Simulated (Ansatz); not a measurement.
# KCl: the cost of one run

Program: Ansatz 0.2.0. Level of theory: reference: DFT, HSE06, plane waves, PAW. These are calculated values, not measurements.

4 further runs of the same task are left out: 1 for a known fault of the program, 3 that didn't finish.

### 1 The structure to begin with

Symmetry: F-43m, No. 216, cubic system. Conventional cell: a = 7.015 Å, b = 7.015 Å, c = 7.015 Å, α = 90.00°, β = 90.00°, γ = 90.00°. K (site symmetry -43m) has 4 Cl at 3.04 Å as nearest neighbours. Around Cl (site symmetry -43m) lie 4 K at 3.04 Å.

Structure file:

```
K Cl
1.0
     0.00000    3.50728    3.50728
     3.50728    0.00000    3.50728
     3.50728    3.50728    0.00000
K Cl
1 1
Direct
  0.00000 0.00000 0.00000
  0.25000 0.25000 0.25000
```

### 2 Reference

Contents of input.yaml:

```yaml
crystal:
  lattice:
    - [0.0, 3.5072828324, 3.5072828324]
    - [3.5072828324, 0.0, 3.5072828324]
    - [3.5072828324, 3.5072828324, 0.0]
  atoms:
    - { symbol: K, position: [0.0, 0.0, 0.0] }
    - { symbol: Cl, position: [0.25, 0.25, 0.25] }
kpoints:
  mp_grid: { grid: [4, 4, 4] }
hamiltonian:
  xc: hse06
scf:
  occupations: { method: fixed }
  n_extra_bands: 4
output:
  forces: true
  stress: true
  eigenvalues: true
```

On the command line:

```bash
$ ansatz run input.yaml --threads 4 --pin off --max-ram 3686MiB --backend cpu --events-out ev --progress --plain --runs-dir out
```

Q: Estimate wall time and peak memory on 4 threads of an x86-64 CPU, shared host.

About 27 s, with a peak of 0.83 GiB.
